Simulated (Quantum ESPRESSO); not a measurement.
Runs of Quantum ESPRESSO 7.5 on SnO. The structure is tetragonal, space group P4/nmm (No. 129). Conventional cell: a = 3.814 Å, b = 3.814 Å, c = 4.887 Å, α = 90.00°, β = 90.00°, γ = 90.00°. Sn (site symmetry 4mm) has 4 O at 2.23 Å as nearest neighbours. O (site symmetry -4m2) has 4 Sn at 2.23 Å as nearest neighbours. The cell is a database's computed one.

| task | level | potentials or basis | spin | k mesh | cutoff (eV) | SCF threshold | symmetry | pressure (GPa) | largest force (eV/Å) |
| --- | --- | --- | --- | --- | --- | --- | --- | --- | --- |
| single point | PBEsol | GBRV 1.5 PBEsol | off | 7 × 7 × 6 | 925 | 8e-10 Ry | - | -0.5 | (a) |
| dielectric tensor | WC | PseudoDojo 0.4.1 SR PBE standard | off | 6 × 6 × 4, shifted | 1143 | 8e-10 Ry | - | 0.4 | 0.23 |
| band structure | r2SCAN | SG15 PBE 1.2 | off | 5 × 5 × 4 | 1197 | 1e-08 Ry | off | (c) | (b) |
| dielectric tensor | PBE | PseudoDojo 0.4 FR PBE standard | SOC, no magnetisation | 6 × 6 × 4, shifted | 1143 | 8e-10 Ry | - | 4.1 | 0.46 |
| dielectric tensor | BLYP | PseudoDojo 0.4.1 SR PBE standard | off | 6 × 6 × 4, shifted | 1143 | 8e-10 Ry | - | 8.9 | 0.66 |

Alike in all rows: cell as given; smearing fermi-dirac 0.05 eV.

Question: Fill in the values left out.

Answer: (a) 0.11; (b) 0.25; (c) -0.6.

Caveats: the potentials were made for another functional, which shifts forces and pressure (some runs); the cell is more than 3 GPa from zero pressure, which shifts response properties (some runs).

Not every run made on this cell is shown here.
